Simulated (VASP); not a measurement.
# Si (Fd-3m) in VASP: notebook

The runs below take Si through single point, with PBEsol.

Program: VASP 6.6.1. These are calculated values, not measurements. Logs are shortened: lines on timing, memory, paths and dates and some standing lists are left out, and cuts for length are marked.

### Step 1. The structure

Symmetry: Fd-3m, No. 227, cubic system. Conventional cell: a = 5.435 Å, b = 5.435 Å, c = 5.435 Å, α = 90.00°, β = 90.00°, γ = 90.00°. Si (site symmetry -43m) has 4 Si at 2.35 Å as nearest neighbours.

### Step 2. Single point, PBEsol

INCAR

```
SYSTEM = Si
PREC = Accurate
ENCUT = 700
EDIFF = 1E-7
ISMEAR = 0
SIGMA = 0.02
LREAL = .False.
LASPH = .True.
NELM = 60
ALGO = Fast
ISIF = 2
LWAVE = .False.
LCHARG = .True.
GGA = PS
LELF = .True.
LVHAR = .True.
NBANDS = 11
```

KPOINTS

```
regular mesh
0
Gamma
  14 14 14
  0 0 0
```

POSCAR

```
Si
1.0
    0.0000000000      2.7176300000      2.7176300000
    2.7176300000      0.0000000000      2.7176300000
    2.7176300000      2.7176300000      0.0000000000
Si
2
Direct
    0.5000000000      0.5000000000      0.5000000000
    0.7500000000      0.7500000000      0.7500000000
```

Potentials or basis: VASP PAW PBE potentials, release 64 (Si).

On the command line:

```sh
$ cat potpaw_PBE.64/Si/POTCAR > POTCAR
$ mpirun -np 1 vasp_std > vasp.out
```

OUTCAR:

```text
SYSTEM = Si
   PREC = Accurate
   ENCUT = 700
   EDIFF = 1E-7
   ISMEAR = 0
   LREAL = .False.
   LASPH = .True.
   NELM = 60
   ISIF = 2
   GGA = PS

 ion  position               nearest neighbor table
   1  0.500  0.500  0.500-   2 2.35   2 2.35   2 2.35   2 2.35
   2  0.750  0.750  0.750-   1 2.35   1 2.35   1 2.35   1 2.35

  LATTYP: Found a face centered cubic cell.
 ALAT       =     5.4352600000

  Lattice vectors:

 A1 = (   0.0000000000,   2.7176300000,   2.7176300000)
 A2 = (   2.7176300000,   0.0000000000,   2.7176300000)
 A3 = (   2.7176300000,   2.7176300000,   0.0000000000)

Analysis of symmetry for initial positions (statically):
=====================================================================
 Subroutine PRICEL returns:
 Original cell was already a primitive cell.

 Routine SETGRP: Setting up the symmetry group for a
 face centered cubic supercell.

 Subroutine GETGRP returns: Found 48 space group operations
 (whereof 24 operations were pure point group operations)
 out of a pool of 48 trial point group operations.

The static configuration has the point symmetry T_d .
 The point group associated with its full space group is O_h .

Analysis of symmetry for dynamics (positions and initial velocities):
=====================================================================
 Subroutine PRICEL returns:
 Original cell was already a primitive cell.

 Routine SETGRP: Setting up the symmetry group for a
 face centered cubic supercell.

 Subroutine GETGRP returns: Found 48 space group operations
 (whereof 24 operations were pure point group operations)
 out of a pool of 48 trial point group operations.

The dynamic configuration has the point symmetry T_d .
 The point group associated with its full space group is O_h .

 Subroutine INISYM returns: Found 48 space group operations
 (whereof 24 operations are pure point group operations),
 and found     1 'primitive' translations

----------------------------------------------------------------------------------------

                                     Primitive cell

  volume of cell :      40.1422

  direct lattice vectors                    reciprocal lattice vectors
     0.000000000  2.717630000  2.717630000    -0.183983839  0.183983839  0.183983839
     2.717630000  0.000000000  2.717630000     0.183983839 -0.183983839  0.183983839
     2.717630000  2.717630000  0.000000000     0.183983839  0.183983839 -0.183983839

  length of vectors
     3.843309204  3.843309204  3.843309204     0.318669357  0.318669357  0.318669357

  position of ions in fractional coordinates (direct lattice)
     0.500000000  0.500000000  0.500000000
     0.750000000  0.750000000  0.750000000

  ion indices of the primitive-cell ions
   primitive index   ion index
                 1           1
                 2           2

----------------------------------------------------------------------------------------

 KPOINTS: regular mesh

Automatic generation of k-mesh.
 Grid dimensions read from file:
 generate k-points for:   14   14   14

 Generating k-lattice:

  Cartesian coordinates                     Fractional coordinates (reciprocal lattice)
    -0.013141703  0.013141703  0.013141703     0.071428571  0.000000000  0.000000000
     0.013141703 -0.013141703  0.013141703     0.000000000  0.071428571  0.000000000
     0.013141703  0.013141703 -0.013141703     0.000000000  0.000000000  0.071428571

  Length of vectors
     0.022762097  0.022762097  0.022762097

  Shift w.r.t. Gamma in fractional coordinates (k-lattice)
     0.000000000  0.000000000  0.000000000

 Subroutine IBZKPT returns following result:
 ===========================================

 Found    104 irreducible k-points:

 Following reciprocal coordinates:
            Coordinates               Weight
  0.000000  0.000000  0.000000      1.000000
  0.071429  0.000000  0.000000      8.000000
  0.142857  0.000000  0.000000      8.000000
  0.214286  0.000000  0.000000      8.000000
  0.285714  0.000000  0.000000      8.000000
  0.357143  0.000000  0.000000      8.000000
[... 16 lines left out ...]
  0.214286  0.142857  0.000000     24.000000
  0.285714  0.142857  0.000000     24.000000
 [... further k-points ...]
   k-points           NKPTS =    104   k-points in BZ     NKDIM =    104   number of bands    NBANDS=     11
   number of dos      NEDOS =    301   number of ions     NIONS =      2
   total plane-waves  NPLWV =  46656
   dimension x,y,z NGX =    36 NGY =   36 NGZ =   36
   dimension x,y,z NGXF=    72 NGYF=   72 NGZF=   72
   ions per type =               2
   NGX,Y,Z   is equivalent  to a cutoff of  15.57, 15.57, 15.57 a.u.
   NGXF,Y,Z  is equivalent  to a cutoff of  31.14, 31.14, 31.14 a.u.
 SYSTEM =  Si
   PREC   = accura    normal or accurate (medium, high low for compatibility)
   ISTART =      0    job   : 0-new  1-cont  2-samecut
   ICHARG =      2    charge: 1-file 2-atom 10-const
   ISPIN  =      1    spin polarized calculation?
   LNONCOLLINEAR =      F non collinear calculations
   LSORBIT =      F    spin-orbit coupling
   LASPH  =      T    aspherical Exc in radial PAW
   ENCUT  =  700.0 eV  51.45 Ry    7.17 a.u.   8.29  8.29  8.29*2*pi/ulx,y,z
   NELM   =     60;   NELMIN=  2; NELMDL= -5     # of ELM steps
   EDIFF  = 0.1E-06   stopping-criterion for ELM
   LREAL  =      F    real-space projection
   EDIFFG = 0.1E-05   stopping-criterion for IOM
   NSW    =      0    number of steps for IOM
   IBRION =     -1    ionic relax: 0-MD 1-quasi-New 2-CG
   NFREE  =      0    steps in history (QN), initial steepest desc. (CG)
   ISIF   =      2    stress and relaxation
   ISYM   =      2    0-nonsym 1-usesym 2-fastsym
   POTIM  = 0.5000    time-step for ionic-motion
   TEBEG  =    0.0;   TEEND  =   0.0 temperature during run
   PSTRESS=    0.0 pullay stress
   NELECT =       8.0000    total number of electrons
   NUPDOWN=      -1.0000    fix difference up-down
   EMIN   =  10.00;   EMAX   =-10.00  energy-range for DOS
   EFERMI =   0.00;   METHOD = LEGACY
   ISMEAR =     0;   SIGMA  =   0.02  broadening in eV -4-tet -1-fermi 0-gaus
   EFERMI_NEDOS =   21; number of points for ismear=-14 and -15
   IALGO  =     68    algorithm
   IMIX   =      4    mixing-type and parameters
     AMIX     =   0.40;   BMIX     =  1.00
     AMIX_MAG =   1.60;   BMIX_MAG =  1.00
  volume/ion in A,a.u.               =      20.07       135.45
  Fermi-wavevector in a.u.,A,eV,Ry     =   0.956249  1.807049 12.441342  0.914413
  Thomas-Fermi vector in A             =   2.085160
   LORBIT       =      0    0 simple, 1 ext, 2 COOP (PROOUT), +10 PAW based schemes
   GGA     = PS    functional components
   LHFCALC =     F    Hartree Fock is set to
   AEXX    =    0.0000 exact exchange contribution
   IVDW    =     0    specifies the selected vdW correction
   LEPSILON=     F    determine dielectric tensor
   LRPA    =     F    only Hartree local field effects (RPA)
 non-spin polarized calculation
 RMM-DIIS sequential band-by-band and
 Gauss-broadening in eV      SIGMA  =   0.02
  energy-cutoff  :      700.00
  volume of cell :       40.14
 maximum number of plane-waves:      1716
 NGX is ok and might be reduce to    36

 number of electron       8.0000000 magnetization

 Free energy of the ion-electron system (eV)
  ---------------------------------------------------
  ext. energy  EPLUGINS =         0.00000000
  ---------------------------------------------------
  free energy    TOTEN  =       -11.49336302 eV

  energy without entropy =      -11.49336302  energy(sigma->0) =      -11.49336302

 E-fermi :   5.8824     XC(G=0):  -9.5442

 val. band max:        5.7638595269   @ k =   0.0000   0.0000   0.0000
 cond. band min:       6.2251992577   @ k =   0.4286   0.4286   0.0000
 fundamental gap:      0.4613397308
 Fermi energy:         5.8823624350

 k-point     1 :       0.0000    0.0000    0.0000
  band No.  band energies     occupation
      1      -6.2089      2.00000
      2       5.7639      2.00000
      3       5.7639      2.00000
      4       5.7639      2.00000
      5       8.2805      0.00000
      6       8.2805      0.00000
      7       8.2805      0.00000
      8       9.0594      0.00000
      9      13.4513      0.00000
     10      13.4513      0.00000
     11      13.4645      0.00000

 k-point     2 :       0.0714    0.0000    0.0000
  band No.  band energies     occupation
      1      -6.1419      2.00000
      2       5.0902      2.00000
      3       5.6541      2.00000
      4       5.6541      2.00000
      5       8.3326      0.00000
      6       8.4412      0.00000
      7       8.4412      0.00000
      8       9.5590      0.00000
      9      13.2323      0.00000
     10      13.2323      0.00000
     11      13.7597      0.00000

 k-point     3 :       0.1429    0.0000    0.0000
  band No.  band energies     occupation
      1      -5.9423      2.00000
      2       3.8175      2.00000
      3       5.4033      2.00000
      4       5.4033      2.00000
      5       8.1386      0.00000
      6       8.8048      0.00000
      7       8.8048      0.00000
      8      10.7239      0.00000
      9      12.8674      0.00000
     10      12.8674      0.00000
     11      14.4455      0.00000

 k-point     4 :       0.2143    0.0000    0.0000
  band No.  band energies     occupation
      1      -5.6154      2.00000
      2       2.4704      2.00000
      3       5.1269      2.00000
      4       5.1269      2.00000
      5       7.8546      0.00000
      6       9.1337      0.00000
      7       9.1337      0.00000
      8      11.9891      0.00000
      9      12.7647      0.00000
     10      12.7647      0.00000
     11      14.6638      0.00000
[... 239 lines left out ...]
 k-point    22 :       0.1429    0.1429    0.0000
  band No.  band energies     occupation
      1      -5.8522      2.00000
      2       4.1281      2.00000
      3       4.7804      2.00000
      4       4.7804      2.00000
      5       7.5714      0.00000
      6       9.6961      0.00000
      7       9.6961      0.00000
      8      10.1221      0.00000
      9      12.1545      0.00000
     10      13.8459      0.00000
     11      14.8679      0.00000

 k-point    23 :       0.2143    0.1429    0.0000
  band No.  band energies     occupation
      1      -5.6098      2.00000
      2       3.1735      2.00000
      3       4.4715      2.00000
      4       4.5286      2.00000
      5       7.5474      0.00000
      6       9.6756      0.00000
      7      10.1992      0.00000
      8      10.2819      0.00000
      9      12.6907      0.00000
     10      13.9561      0.00000
     11      15.5634      0.00000

 k-point    24 :       0.2857    0.1429    0.0000
  band No.  band energies     occupation
      1      -5.2436      2.00000
      2       1.9933      2.00000
      3       4.1922      2.00000
      4       4.2363      2.00000
      5       7.7630      0.00000
      6       9.6236      0.00000
      7      10.2271      0.00000
      8      10.4742      0.00000
      9      13.8707      0.00000
     10      14.2185      0.00000
     11      15.7892      0.00000

 [... further k-points ...]
[... 5 lines left out ...]
  --------------------------------------------------------------------------------------
  -------------------------------------------------------------------------------------
  Total        0.0100684      0.0100684      0.0100684      0.0000000     -0.0000000      0.0000000
  in kB        0.4018557      0.4018557      0.4018557      0.0000000     -0.0000000      0.0000000
  external PRESSURE =       0.4018557 kB  Pullay stress =       0.0000000 kB

 VOLUME and BASIS-vectors are now :
 -----------------------------------------------------------------------------
  energy-cutoff  :      700.00
  volume of cell :       40.14
      direct lattice vectors                 reciprocal lattice vectors
     0.000000000  2.717630000  2.717630000    -0.183983839  0.183983839  0.183983839
     2.717630000  0.000000000  2.717630000     0.183983839 -0.183983839  0.183983839
     2.717630000  2.717630000  0.000000000     0.183983839  0.183983839 -0.183983839

 POSITION                                       TOTAL-FORCE (eV/Angst)
 -----------------------------------------------------------------------------------
      2.71763      2.71763      2.71763         0.000000      0.000000      0.000000
      4.07645      4.07645      4.07645        -0.000000     -0.000000     -0.000000
 -----------------------------------------------------------------------------------
    total drift:                                0.000000      0.000000      0.000000

  FREE ENERGIE OF THE ION-ELECTRON SYSTEM (eV)
  ---------------------------------------------------
  free  energy   TOTEN  =       -11.4933630157 eV

  energy  without entropy=      -11.4933630157  energy(sigma->0) =      -11.49336302
```

It took 44 s on 1 thread of Intel Xeon Platinum 8559C (Emerald Rapids), shared host; peak memory 0.22 GiB.

What came out:

| Item | Value |
| --- | --- |
| Free energy | -11.4934 eV |
| Pressure | 0.0 GPa |
| Band gap on the k mesh | 0.46 eV, indirect (least direct gap 2.52 eV) |

Caveat: the PAW data sets were made with another functional, which shifts forces and pressure a little. A k mesh can miss the band edges.

### Step 3. Single point, PBEsol

INCAR, as its differences from that of step 2:

```diff
@@ -2,3 +2,3 @@
 PREC = Accurate
-ENCUT = 700
+ENCUT = 520
 EDIFF = 1E-7
```

KPOINTS

```
regular mesh
0
Gamma
  20 20 20
  0 0 0
```

POSCAR is that of step 2.

Potentials or basis: VASP PAW PBE potentials, release 64 (Si).

On the command line:

```sh
$ cat potpaw_PBE.64/Si/POTCAR > POTCAR
$ mpirun -np 1 vasp_std > vasp.out
```

OUTCAR:

```text
SYSTEM = Si
   PREC = Accurate
   ENCUT = 520
   EDIFF = 1E-7
   ISMEAR = 0
   LREAL = .False.
   LASPH = .True.
   NELM = 60
   ISIF = 2
   GGA = PS

 ion  position               nearest neighbor table
   1  0.500  0.500  0.500-   2 2.35   2 2.35   2 2.35   2 2.35
   2  0.750  0.750  0.750-   1 2.35   1 2.35   1 2.35   1 2.35

  LATTYP: Found a face centered cubic cell.
 ALAT       =     5.4352600000

  Lattice vectors:

 A1 = (   0.0000000000,   2.7176300000,   2.7176300000)
 A2 = (   2.7176300000,   0.0000000000,   2.7176300000)
 A3 = (   2.7176300000,   2.7176300000,   0.0000000000)

Analysis of symmetry for initial positions (statically):
=====================================================================
 Subroutine PRICEL returns:
 Original cell was already a primitive cell.

 Routine SETGRP: Setting up the symmetry group for a
 face centered cubic supercell.

 Subroutine GETGRP returns: Found 48 space group operations
 (whereof 24 operations were pure point group operations)
 out of a pool of 48 trial point group operations.

The static configuration has the point symmetry T_d .
 The point group associated with its full space group is O_h .

Analysis of symmetry for dynamics (positions and initial velocities):
[... 168 lines left out ...]
 Fermi energy:         5.8799330446

 k-point     1 :       0.0000    0.0000    0.0000
  band No.  band energies     occupation
      1      -6.2089      2.00000
      2       5.7639      2.00000
      3       5.7639      2.00000
      4       5.7639      2.00000
      5       8.2805      0.00000
      6       8.2805      0.00000
      7       8.2805      0.00000
      8       9.0594      0.00000
      9      13.4513      0.00000
     10      13.4513      0.00000
     11      13.4646      0.00000
[... 309 lines left out ...]
 k-point    24 :      -0.3500    0.0500    0.0000
  band No.  band energies     occupation
      1      -4.5453      2.00000
      2      -0.0789      2.00000
      3       4.3167      2.00000
      4       4.7625      2.00000
      5       7.5964      0.00000
      6       9.1461      0.00000
      7       9.2449      0.00000
      8      13.3450      0.00000
      9      13.6593      0.00000
     10      14.5208      0.00000
     11      15.6508      0.00000

 [... further k-points ...]
[... 5 lines left out ...]
  --------------------------------------------------------------------------------------
  -------------------------------------------------------------------------------------
  Total        0.0078426      0.0078426      0.0078426      0.0000000     -0.0000000      0.0000000
  in kB        0.3130184      0.3130184      0.3130184      0.0000000     -0.0000000      0.0000000
  external PRESSURE =       0.3130184 kB  Pullay stress =       0.0000000 kB

 VOLUME and BASIS-vectors are now :
 -----------------------------------------------------------------------------
  energy-cutoff  :      520.00
  volume of cell :       40.14
      direct lattice vectors                 reciprocal lattice vectors
     0.000000000  2.717630000  2.717630000    -0.183983839  0.183983839  0.183983839
     2.717630000  0.000000000  2.717630000     0.183983839 -0.183983839  0.183983839
     2.717630000  2.717630000  0.000000000     0.183983839  0.183983839 -0.183983839

 POSITION                                       TOTAL-FORCE (eV/Angst)
 -----------------------------------------------------------------------------------
      2.71763      2.71763      2.71763        -0.000000     -0.000000     -0.000000
      4.07645      4.07645      4.07645         0.000000      0.000000      0.000000
 -----------------------------------------------------------------------------------
    total drift:                                0.000000     -0.000000     -0.000000

  FREE ENERGIE OF THE ION-ELECTRON SYSTEM (eV)
  ---------------------------------------------------
  free  energy   TOTEN  =       -11.4934324666 eV

  energy  without entropy=      -11.4934324666  energy(sigma->0) =      -11.49343247
```

stdout:

```text
POSCAR found type information on POSCAR Si
 POSCAR found :  1 types and       2 ions
 scaLAPACK will be used
 -----------------------------------------------------------------------------
|                                                                             |
|                                                                             |
|     You enforced a specific xc type in the INCAR file but a different       |
|     I HOPE YOU KNOW WHAT YOU ARE DOING!                                     |
|                                                                             |
 -----------------------------------------------------------------------------

 LDA part: xc-table for (Slater+PW92), standard interpolation
 POSCAR, INCAR and KPOINTS ok, starting setup
 FFT: planning ... GRIDC
 FFT: planning ... GRID_SOFT
 FFT: planning ... GRID
 WAVECAR not read
 entering main loop
```

Wall time 70 s (1 thread of Intel Xeon Platinum 8559C (Emerald Rapids), shared host); peak memory 0.21 GiB.

Results:

| Quantity | Value |
| --- | --- |
| Free energy | -11.4934 eV |
| Pressure | 0.0 GPa |
| Band gap on the k mesh | 0.47 eV, indirect (least direct gap 2.52 eV) |

Caveat: the PAW data sets were made with another functional, which shifts forces and pressure a little.
